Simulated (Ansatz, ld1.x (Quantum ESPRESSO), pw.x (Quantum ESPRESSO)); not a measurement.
## antimony (Sb): one change to the TM potential, in the atom and in the fcc crystal

ld1.x (Quantum ESPRESSO) 7.5 input, shortened:

```
&input
   title='Sb', zed=51., rel=1, dft='PBE', iswitch=3,
   config='[Kr] 4d10 5s2 5p1'
 /
 &inputp
   pseudotype=2, tm=.true., lloc=1,
   nlcc=.false.
 /
2
5S  1  0   2.00   0.00  1.85  1.85  0.0
5P  2  1   1.00   0.00  2.25  2.25  0.0
 &test
   configts(1)='5s2 5p1'
 /
```

Change: all radii scaled by about 1.24 (s 2.30, p 2.80 bohr).

Cutoffs, loose and tight: the cutoffs (Ry, on a coarse ladder) from which the occupation-weighted sum of valence levels, in a spherical-Bessel basis at the reference potential, stays within 10 and 1 mRy of its value at 400 Ry. They do not see the model core or the augmentation charge, which bear on the density cutoff. Test errors are all-electron minus pseudo excitation energies from the reference, over the configurations 5s2 5p3; 5s2 5p2; 5s2 5p0; 5s0 5p5; 5s1 5p4; 5s1 5p3; 5s1 5p0; variants that change the core or the reference have their own tests.

Crystal test: fcc Sb in pw.x 7.5, no spin, 12³ k-points, Fermi–Dirac smearing 0.01 Ry, cutoffs set for each file from its atomic test. The reference is all-electron LAPW (Ansatz 0.2.0) with the same functional, mesh and smearing; V0 and B0 come from Birch–Murnaghan fits to the pressures at five volumes. Errors are pseudo minus all-electron; Δ is the rms difference of the E(V) curves that follow from these fits, minima aligned, over ±6 % about the mean V0. Mesh and smearing are coarse, so the numbers serve the comparison and aren't converged zero-temperature values; the lattice is a test structure that the element need not adopt.

All-electron: a0 = 4.797 Å (V0 = 27.60 Å³/atom), B0 = 57.8 GPa.

Does the change bring the crystal closer to the all-electron result?

The mean pressure error goes from -9.45 to -10.38 GPa, a small move against the size of the error. Neither pressure curve crosses zero within the volumes sampled, so no fits are given.

```csv
quantity,base,changed
outcome (atom),generated,generated
"cutoff, loose (atom)",25 Ry,21 Ry
"cutoff, tight (atom)",35 Ry,30 Ry
bound ghosts (atom),none,none
largest test error (meV) (atom),+272,+304
cutoffs in pw.x (Ry),45/180,40/160
mean pressure error (GPa),-9.45,-10.38
```

Base: This is a poor potential for the solid. Changed file: This is a poor potential for the solid.
